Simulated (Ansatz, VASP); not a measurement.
One calculation of Se, two programs

```
Se
1.0
     4.39872    0.00000    0.00000
    -2.19936    3.80940    0.00000
     0.00000    0.00000    4.94945
Se
3
Direct
  0.21700 0.00000 0.16667
  0.00000 0.21700 0.83333
  0.78300 0.78300 0.50000
```

Change from the starting cell: equal xx and yy strain of +1 %, PAW files.

Alike in both runs: task electric field gradients; functional PBE; k mesh 8 × 8 × 6; occupations fermi-dirac, width 0.03 eV; no spin polarisation.

|  | VASP | Ansatz |
| --- | --- | --- |
| version | VASP 6.6.1 | Ansatz 0.2.0 |
| potentials or method | VASP PAW PBE potentials, release 64 (Se) | PAW with Ansatz's default frozen-core files, scalar-relativistic |
| plane-wave cutoff (eV) | 520 | 420 |
| valence electrons in the cell | 18 | 48 |

```csv
,VASP,Ansatz,Ansatz less VASP
gap on the k mesh at the Fermi level (eV),1.14,1.16,+0.014
pressure (GPa),4.6,4.4,-0.16
largest component of the traceless stress (GPa),1.61,1.55,-0.063
rms of the force components (eV/Å),0.561,0.537,-0.0237
Vzz of the field gradient on the site that differs most (V/Å²),-500.1,-518.6,-18.47
```

Atom by atom the forces differ by 0.024 eV/Å (rms over components). The two sets of potentials don't hold the same shells in valence.

A k mesh can miss the band edges.
